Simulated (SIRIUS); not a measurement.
Runs of SIRIUS 7.12.0 on Mo. Symmetry: Im-3m, No. 229, cubic system. The conventional cell has a = 3.168 Å, b = 3.168 Å, c = 3.168 Å, α = 90.00°, β = 90.00°, γ = 90.00°. Mo (site symmetry m-3m) has 8 Mo at 2.74 Å as nearest neighbours. 

| task | level | potentials or basis | spin | cutoff (eV) | muffin tin radii | basis cutoff (gk_cutoff) | valence relativity | local orbitals (radial functions) | reference energy of the basis | V0 of scaled cells (Å³/atom) | B0 (GPa) |
| --- | --- | --- | --- | --- | --- | --- | --- | --- | --- | --- | --- |
| equation of state | PBE+D3(BJ) | all-electron FP-LAPW, apw+lo standard | off | 169 | Mo 2.5 bohr | 3.52 1/bohr | iora | - | - | (c) | 278 |
| equation of state | LDA | all-electron FP-LAPW, apw+lo standard | off | 169 | Mo 2.5 bohr | 3.52 1/bohr | iora | Mo 13 | - | 15.05 | 295 |
| equation of state | PBEsol | all-electron FP-LAPW, apw+lo standard | off | 169 | Mo 2.5 bohr | 3.52 1/bohr | iora | Mo 13 | - | (b) | 282 |
| equation of state | AM05 | all-electron FP-LAPW, apw+lo standard | off | 169 | Mo 2.5 bohr | 3.52 1/bohr | iora | Mo 13 | - | (a) | 283 |
| equation of state | WC | all-electron FP-LAPW, apw+lo standard | off | 169 | Mo 2.5 bohr | 3.52 1/bohr | iora | Mo 13 | - | 15.40 | 280 |
| equation of state | PBE+D4 | all-electron FP-LAPW, apw+lo standard | off | 169 | Mo 2.5 bohr | 3.52 1/bohr | iora | - | - | 15.42 | 275 |
| equation of state | RPBE | all-electron FP-LAPW, apw+lo standard | off | 169 | Mo 2.5 bohr | 3.52 1/bohr | iora | Mo 13 | - | 15.98 | 251 |

Alike in all rows: cell as given; k mesh 12 × 12 × 12; smearing fermi-dirac 0.05 eV.

Question: Fill in the values left out.

Answer: (a) 15.23; (b) 15.31; (c) 15.32.

Not every run made on this cell is shown here.
